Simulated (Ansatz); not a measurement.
**RbBr: tetragonal deformation path**

The calculation used DFT PBE, scalar-relativistic, plane waves, PAW in Ansatz. The runs took a 420 eV cutoff, a Γ-centred 6×6×6 mesh and Gaussian smearing (0.05 eV). No spin polarisation. Energies are free energies at this smearing, counted from the undisturbed cell; pressure is positive in compression.

Reference structure (as given, not relaxed at this level; it stands at 1.0 GPa):

```
Rb Br
1.0
     0.00000    3.42750    3.42750
     3.42750    0.00000    3.42750
     3.42750    3.42750    0.00000
Rb Br
1 1
Direct
  0.00000 0.00000 0.00000
  0.50000 0.50000 0.50000
```

At fixed volume and fractional coordinates, lengths along (0.000, 0.000, 1.000) are scaled against those across it; ρ is that ratio over its starting value.

| ρ | ΔE (meV/atom) |
| --- | --- |
| 0.650 | 1166.1 |
| 0.707 | 629.5 |
| 0.780 | 263.3 |
| 0.850 | 95.4 |
| 0.920 | 21.9 |
| 0.960 | 4.9 |
| 1.000 | 0.0 |
| 1.050 | 6.3 |
| 1.100 | 22.9 |
| 1.200 | 78.8 |
| 1.300 | 158.8 |
| 1.414 | 276.5 |
| 1.500 | 383.8 |

(1) Predict the pressure (GPa) at each point.

Results:

(1)
| ρ | pressure (GPa) |
| --- | --- |
| 0.650 | 15.1 |
| 0.707 | 9.2 |
| 0.780 | 4.7 |
| 0.850 | 2.4 |
| 0.920 | 1.3 |
| 0.960 | 1.1 |
| 1.000 | 1.0 |
| 1.050 | 1.1 |
| 1.100 | 1.4 |
| 1.200 | 2.4 |
| 1.300 | 3.7 |
| 1.414 | 5.6 |
| 1.500 | 7.3 |